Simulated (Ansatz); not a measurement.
The system is Na2S.

```xyz
3
Lattice="0.0000 3.2735 3.2735 3.2735 0.0000 3.2735 3.2735 3.2735 0.0000" Properties=species:S:1:pos:R:3 pbc="T T T"
S     0.0000    0.0000    0.0000
Na    4.9102    4.9102    4.9102
Na    1.6367    1.6367    1.6367
```

* Program: Ansatz 0.2.0
* Task: single point
* Functional: PBE
* Potentials or basis: all-electron LAPW, scalar-relativistic
* Cutoff: 157 eV (chosen from the basis error)
* Basis error allowed: 0.001 eV/atom
* k mesh: 7 × 7 × 7
* Occupations: fermi-dirac, width 0.05 eV
* Spin: no spin polarisation

On this cell: pressure 0.3 GPa; largest force zero by symmetry; band gap on the k mesh 2.48 eV, direct.

The same run follows on a disturbed copy (atoms moved at random, drawn with an rms of 0.05 Å):

```xyz
3
Lattice="0.0000 3.2735 3.2735 3.2735 0.0000 3.2735 3.2735 3.2735 0.0000" Properties=species:S:1:pos:R:3 pbc="T T T"
S    -0.0152    0.0065   -0.0056
Na    4.9285    4.9158    4.8763
Na    1.5859    1.6566    1.6556
```

Q: What does the disturbed cell give?

A: The energy moves by +1.9 meV/atom; pressure 0.3 GPa; largest force 0.134 eV/Å; band gap on the k mesh 2.45 eV, direct.

Forces on the atoms (eV/Å):
```
S   -0.005  0.017 -0.003
Na  -0.100  0.017  0.080
Na   0.104 -0.034 -0.077
```

Stress tensor (GPa, compression positive):
```
 0.33 -0.16 -0.05
-0.16  0.31  0.21
-0.05  0.21  0.32
```

